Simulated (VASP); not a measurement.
# Ge (I4_1/amd) in VASP: phonons with r2SCAN

Aim: the phonons of Ge with r2SCAN.

Everything below comes from runs of VASP 6.6.1. Logs are shortened: lines on timing, memory, paths and dates and some standing lists are left out, and cuts for length are marked.

**1. The crystal as given**

Symmetry: I4_1/amd, No. 141, tetragonal system. Conventional cell: a = 3.961 Å, b = 3.961 Å, c = 5.862 Å, α = 90.00°, β = 90.00°, γ = 90.00°. Ge (site symmetry -4m2) has 4 Ge at 2.46 Å as nearest neighbours.

**2. Phonons, r2SCAN**

POSCAR

```
Ge
1.0
    0.0000000000      2.8011965880      2.9308440000
    2.8011965880      0.0000000000      2.9308440000
    2.8011965880      2.8011965880      0.0000000000
Ge
2
Direct
    0.0000000000      0.0000000000      0.0000000000
    0.2500000000      0.2500000000      0.2500000000
```

INCAR.step1

```
SYSTEM = Ge
PREC     = Accurate       ! precision mode
ENCUT    = 600            ! plane-wave cutoff, eV
EDIFF    = 1E-8           ! SCF threshold, eV
ISMEAR   = 0              ! smearing method
SIGMA    = 0.01           ! smearing width, eV
LREAL    = .False.        ! projectors in reciprocal space
LASPH    = .True.         ! aspherical terms in the spheres
NELM     = 100            ! most SCF steps
ALGO     = Normal         ! electronic algorithm
ISIF     = 3              ! what is computed and relaxed
LWAVE    = .False.        ! write WAVECAR
LCHARG   = .False.        ! write CHGCAR
METAGGA  = R2SCAN         ! meta-GGA
LMIXTAU  = .True.       
IBRION   = 2              ! ionic algorithm
NSW      = 40             ! ionic steps
EDIFFG   = -0.002         ! ionic threshold
```

INCAR.step2

```
SYSTEM = Ge
PREC     = Accurate       ! precision mode
ENCUT    = 600            ! plane-wave cutoff, eV
EDIFF    = 1E-8           ! SCF threshold, eV
ISMEAR   = 0              ! smearing method
SIGMA    = 0.01           ! smearing width, eV
LREAL    = .False.        ! projectors in reciprocal space
LASPH    = .True.         ! aspherical terms in the spheres
NELM     = 100            ! most SCF steps
ALGO     = Normal         ! electronic algorithm
ISIF     = 2              ! what is computed and relaxed
LWAVE    = .False.        ! write WAVECAR
LCHARG   = .False.        ! write CHGCAR
METAGGA  = R2SCAN         ! meta-GGA
LMIXTAU  = .True.       
IBRION   = 6              ! ionic algorithm
NFREE    = 2            
POTIM    = 0.015          ! step
NSW      = 1              ! ionic steps
```

KPOINTS

```
Automatic mesh
0
Gamma
  8 8 8
  0 0 0
```

Potentials or basis: VASP PAW PBE potentials, release 64 (Ge_d).

The run is started by

```
> cat potpaw_PBE.64/Ge_d/POTCAR > POTCAR
> cp INCAR.step1 INCAR
> mpirun -np 1 vasp_std > vasp.out
> cp CONTCAR POSCAR
> cp INCAR.step2 INCAR
> mpirun -np 1 vasp_std > vasp.out
```

OUTCAR:

```text
SYSTEM = Ge
   PREC = Accurate
   ENCUT = 600
   EDIFF = 1E-8
   ISMEAR = 0
   LREAL = .False.
   LASPH = .True.
   NELM = 100
   ISIF = 2
   METAGGA = R2SCAN
   IBRION = 6
   NFREE = 2
   POTIM = 0.015
   NSW = 1

 ion  position               nearest neighbor table
   1  0.000  0.000  0.000-   2 2.46   2 2.46   2 2.46   2 2.46
   2  0.250  0.250  0.250-   1 2.46   1 2.46   1 2.46   1 2.46

  LATTYP: Found a body centered tetragonal cell.
 ALAT       =     4.0137967726
 C/A-ratio  =     1.4141064940

  Lattice vectors:

 A1 = (   0.0000000000,  -2.8381829162,  -2.8379680409)
 A2 = (   0.0000000000,   2.8381829162,  -2.8379680409)
 A3 = (   2.8381829162,   0.0000000000,   2.8379680409)

Analysis of symmetry for initial positions (statically):
=====================================================================
 Subroutine PRICEL returns:
 Original cell was already a primitive cell.

 Routine SETGRP: Setting up the symmetry group for a
 body centered tetragonal supercell.

 Subroutine GETGRP returns: Found 16 space group operations
 (whereof  8 operations were pure point group operations)
 out of a pool of 16 trial point group operations.

The static configuration has the point symmetry D_2d.
 The point group associated with its full space group is D_4h.

Analysis of symmetry for dynamics (positions and initial velocities):
=====================================================================
 Subroutine PRICEL returns:
 Original cell was already a primitive cell.

 Routine SETGRP: Setting up the symmetry group for a
 body centered tetragonal supercell.

 Subroutine GETGRP returns: Found 16 space group operations
 (whereof  8 operations were pure point group operations)
 out of a pool of 16 trial point group operations.

The dynamic configuration has the point symmetry D_2d.
 The point group associated with its full space group is D_4h.

 Subroutine INISYM returns: Found 16 space group operations
 (whereof  8 operations are pure point group operations),
 and found     1 'primitive' translations

----------------------------------------------------------------------------------------

                                     Primitive cell

  volume of cell :      45.7213

  direct lattice vectors                    reciprocal lattice vectors
     0.000000000  2.838182916  2.837968041    -0.176169054  0.176169054  0.176182393
     2.838182916  0.000000000  2.837968041     0.176169054 -0.176169054  0.176182393
     2.838182916  2.838182916  0.000000000     0.176169054  0.176169054 -0.176182393

  length of vectors
     4.013644836  4.013644836  4.013796773     0.305141454  0.305141454  0.305141454

  position of ions in fractional coordinates (direct lattice)
     0.000000000  0.000000000  0.000000000
     0.250000000  0.250000000  0.250000000

  ion indices of the primitive-cell ions
   primitive index   ion index
                 1           1
                 2           2

----------------------------------------------------------------------------------------

 KPOINTS: Automatic mesh

Automatic generation of k-mesh.
 Grid dimensions read from file:
 generate k-points for:    8    8    8

 Generating k-lattice:

  Cartesian coordinates                     Fractional coordinates (reciprocal lattice)
    -0.022021132  0.022021132  0.022022799     0.125000000 -0.000000000  0.000000000
     0.022021132 -0.022021132  0.022022799    -0.000000000  0.125000000  0.000000000
     0.022021132  0.022021132 -0.022022799     0.000000000  0.000000000  0.125000000

  Length of vectors
     0.038142682  0.038142682  0.038142682

  Shift w.r.t. Gamma in fractional coordinates (k-lattice)
     0.000000000  0.000000000  0.000000000

 Subroutine IBZKPT returns following result:
 ===========================================

 Found     59 irreducible k-points:

 Following reciprocal coordinates:
            Coordinates               Weight
  0.000000  0.000000  0.000000      1.000000
  0.125000 -0.000000  0.000000      8.000000
  0.250000 -0.000000  0.000000      8.000000
  0.375000  0.000000  0.000000      8.000000
  0.500000 -0.000000  0.000000      4.000000
  0.125000  0.125000  0.000000      2.000000
[... 16 lines left out ...]
  0.250000 -0.000000  0.125000     16.000000
  0.375000  0.000000  0.125000     16.000000
 [... further k-points ...]
   k-points           NKPTS =     59   k-points in BZ     NKDIM =     59   number of bands    NBANDS=     18
   number of dos      NEDOS =    301   number of ions     NIONS =      2
   total plane-waves  NPLWV =  32768
   dimension x,y,z NGX =    32 NGY =   32 NGZ =   32
   dimension x,y,z NGXF=    64 NGYF=   64 NGZF=   64
   ions per type =               2
   NGX,Y,Z   is equivalent  to a cutoff of  13.25, 13.25, 13.25 a.u.
   NGXF,Y,Z  is equivalent  to a cutoff of  26.51, 26.51, 26.51 a.u.
 SYSTEM =  Ge
   PREC   = accura    normal or accurate (medium, high low for compatibility)
   ISTART =      0    job   : 0-new  1-cont  2-samecut
   ICHARG =      2    charge: 1-file 2-atom 10-const
   ISPIN  =      1    spin polarized calculation?
   LNONCOLLINEAR =      F non collinear calculations
   LSORBIT =      F    spin-orbit coupling
   LASPH  =      T    aspherical Exc in radial PAW
   ENCUT  =  600.0 eV  44.10 Ry    6.64 a.u.   8.02  8.02  8.02*2*pi/ulx,y,z
   NELM   =    100;   NELMIN=  2; NELMDL=  0     # of ELM steps
   EDIFF  = 0.1E-07   stopping-criterion for ELM
   LREAL  =      F    real-space projection
   EDIFFG = 0.1E-06   stopping-criterion for IOM
   NSW    =     61    number of steps for IOM
   IBRION =      6    ionic relax: 0-MD 1-quasi-New 2-CG
   NFREE  =      2    steps in history (QN), initial steepest desc. (CG)
   ISIF   =      2    stress and relaxation
   ISYM   =      2    0-nonsym 1-usesym 2-fastsym
   POTIM  = 0.0150    time-step for ionic-motion
   TEBEG  =    0.0;   TEEND  =   0.0 temperature during run
   PSTRESS=    0.0 pullay stress
   NELECT =      28.0000    total number of electrons
   NUPDOWN=      -1.0000    fix difference up-down
   EMIN   =  10.00;   EMAX   =-10.00  energy-range for DOS
   EFERMI =   0.00;   METHOD = LEGACY
   ISMEAR =     0;   SIGMA  =   0.01  broadening in eV -4-tet -1-fermi 0-gaus
   EFERMI_NEDOS =   21; number of points for ismear=-14 and -15
   IALGO  =     38    algorithm
   IMIX   =      4    mixing-type and parameters
     AMIX     =   0.40;   BMIX     =  1.00
     AMIX_MAG =   1.60;   BMIX_MAG =  1.00
  volume/ion in A,a.u.               =      22.86       154.27
  Fermi-wavevector in a.u.,A,eV,Ry     =   1.390235  2.627162 26.296690  1.932752
  Thomas-Fermi vector in A             =   2.514189
   LORBIT       =      0    0 simple, 1 ext, 2 COOP (PROOUT), +10 PAW based schemes
   METAGGA = R2SCAN    functional components
   LHFCALC =     F    Hartree Fock is set to
   AEXX    =    0.0000 exact exchange contribution
   IVDW    =     0    specifies the selected vdW correction
   LEPSILON=     F    determine dielectric tensor
   LRPA    =     F    only Hartree local field effects (RPA)
 finite differences with symmetry
 non-spin polarized calculation
 Gauss-broadening in eV      SIGMA  =   0.01
  energy-cutoff  :      600.00
  volume of cell :       45.72
 maximum number of plane-waves:      1540
   NGX = 17   NGY = 17   NGZ = 17

--------------------------------------- Ionic step        1  -------------------------------------------

 number of electron      28.0000020 magnetization

 Free energy of the ion-electron system (eV)
  ---------------------------------------------------
  ext. energy  EPLUGINS =         0.00000000
  ---------------------------------------------------
  free energy    TOTEN  =       -27.73737178 eV

  energy without entropy =      -27.73737178  energy(sigma->0) =      -27.73737178

------------------------ aborting loop because EDIFF is reached ----------------------------------------

  FORCE on cell =-STRESS in cart. coord.  units (eV):
  Direction    XX          YY          ZZ          XY          YZ          ZX
  --------------------------------------------------------------------------------------
  -------------------------------------------------------------------------------------
  Total        0.0000933      0.0000933      0.0018864      0.0000000      0.0000000      0.0000000
  in kB        0.0032691      0.0032691      0.0661027      0.0000000      0.0000000      0.0000000
  external PRESSURE =       0.0242137 kB  Pullay stress =       0.0000000 kB
[... 131 lines left out ...]
--------------------------------------- Ionic step        5  -------------------------------------------

 number of electron      28.0000016 magnetization

 Free energy of the ion-electron system (eV)
  ---------------------------------------------------
  ext. energy  EPLUGINS =         0.00000000
  ---------------------------------------------------
  free energy    TOTEN  =       -27.73604909 eV

  energy without entropy =      -27.73604909  energy(sigma->0) =      -27.73604909

 E-fermi :   4.9359     XC(G=0): -10.7676

 val. band max:        4.7806741746   @ k =   0.0000   0.0000   0.0000
 cond. band min:       5.0181610397   @ k =   0.0000   0.0000   0.0000
 fundamental gap:      0.2374868652
 Fermi energy:         4.9359204578

 k-point     1 :       0.0000    0.0000    0.0000
  band No.  band energies     occupation
      1     -20.7773      2.00000
      2     -20.7741      2.00000
      3     -20.7705      2.00000
      4     -20.7353      2.00000
      5     -20.7353      2.00000
      6     -20.5248      2.00000
[... 481 lines left out ...]
      5     -20.6772      2.00000
      6     -20.5858      2.00000
[... 10 lines left out ...]
     17       9.7664      0.00000
     18      10.7315      0.00000

 [... further k-points ...]

------------------------ aborting loop because EDIFF is reached ----------------------------------------

  FORCE on cell =-STRESS in cart. coord.  units (eV):
  Direction    XX          YY          ZZ          XY          YZ          ZX
  --------------------------------------------------------------------------------------
  -------------------------------------------------------------------------------------
  Total        0.0027079      0.0027079     -0.0004234     -0.1245860      0.0000000      0.0000000
  in kB        0.0948913      0.0948913     -0.0148363     -4.3657775      0.0000000      0.0000000
  external PRESSURE =       0.0583154 kB  Pullay stress =       0.0000000 kB
[... 17 lines left out ...]
  FREE ENERGIE OF THE ION-ELECTRON SYSTEM (eV)
  ---------------------------------------------------
  free  energy   TOTEN  =       -27.7360490919 eV

  energy  without entropy=      -27.7360490919  energy(sigma->0) =      -27.73604909

 INTERNAL STRAIN TENSORS FROM DISPLACED ATOMS
 ============================================

 INTERNAL STRAIN TENSOR FOR ION    1 for displacements in x,y,z  (eV/Angst):
          X           Y           Z          XY          YZ          ZX
  --------------------------------------------------------------------------------
  x     0.00000     0.00000     0.00000     0.00000     8.28250     0.00000
  y     0.00000     0.00000     0.00000     0.00000     0.00000     8.28242
  z     0.00000     0.00000     0.00000     8.28646     0.00000     0.00000

 INTERNAL STRAIN TENSOR FOR ION    2 for displacements in x,y,z  (eV/Angst):
          X           Y           Z          XY          YZ          ZX
  --------------------------------------------------------------------------------
  x     0.00000     0.00000     0.00000     0.00000    -8.28250     0.00000
  y     0.00000     0.00000     0.00000     0.00000     0.00000    -8.28242
  z     0.00000     0.00000     0.00000    -8.28646     0.00000     0.00000

 Eigenvectors and eigenvalues of the dynamical matrix
 ----------------------------------------------------

   1 f  =    8.899617 THz    55.917941 2PiTHz  296.859260 cm-1    36.805841 meV
             X         Y         Z           dx          dy          dz
      0.000000  0.000000  0.000000     0.000000   -0.707107    0.000000
      1.419091  1.419091  1.418984     0.000000    0.707107    0.000000
[... 21 lines left out ...]
   6 f  =    0.000000 THz     0.000000 2PiTHz    0.000000 cm-1     0.000000 meV
             X         Y         Z           dx          dy          dz
      0.000000  0.000000  0.000000     0.000000    0.000000    0.707107
      1.419091  1.419091  1.418984     0.000000    0.000000    0.707107

 ELASTIC MODULI CONTR FROM IONIC RELAXATION (kBar)
 Direction    XX          YY          ZZ          XY          YZ          ZX
 --------------------------------------------------------------------------------
 XX           0.0000      0.0000      0.0000      0.0000      0.0000      0.0000
 YY           0.0000      0.0000      0.0000      0.0000      0.0000      0.0000
 ZZ           0.0000      0.0000      0.0000      0.0000      0.0000      0.0000
 XY           0.0000      0.0000      0.0000   -204.5699      0.0000      0.0000
 YZ           0.0000      0.0000      0.0000      0.0000   -204.3182      0.0000
 ZX           0.0000      0.0000      0.0000      0.0000      0.0000   -204.3147
 --------------------------------------------------------------------------------
```

It took 22 min on 1 thread of Intel Xeon Platinum 8488C (Sapphire Rapids), shared host; peak memory 0.34 GiB.

Results:

```
Relaxed volume                         : 22.86 Å³/atom
Relaxed cell                           : a = 4.014 Å, b = 4.014 Å, c = 4.014 Å, α = 60.00°, β = 60.00°, γ = 60.00°
Space group after relaxing (to 0.05 Å) : Fd-3m (No. 227)
Highest phonon frequency at Γ          : 297 cm⁻¹
```

Step by step:
| step | energy change (eV) | largest force (eV/Å) | pressure (GPa) | volume (Å³) |
| --- | --- | --- | --- | --- |
| 1 | 0.0000 | 0.0000 | -0.44 | 45.99 |
| 2 | -0.0149 | 0.0000 | 0.24 | 45.57 |
| 3 | -0.0167 | 0.0000 | 0.57 | 45.36 |
| 4 | -0.0167 | 0.0000 | 0.59 | 45.35 |
| 5 | -0.0173 | 0.0000 | -0.30 | 45.91 |
| 6 | -0.0175 | 0.0000 | 0.02 | 45.71 |
| 7 | -0.0175 | 0.0000 | 0.00 | 45.72 |

Final structure:
```
Ge
1.0
     0.00000    2.83818    2.83797
     2.83818    0.00000    2.83797
     2.83818    2.83818    0.00000
Ge
2
Direct
  0.00000 0.00000 0.00000
  0.25000 0.25000 0.25000
```

Phonon frequencies in cm⁻¹ (negative: imaginary):
| q point | frequencies |
| --- | --- |
| (0.000, 0.000, 0.000) | 0 0 0 297 297 297 |

Caveat: the PAW data sets were made with another functional, which shifts forces and pressure a little.
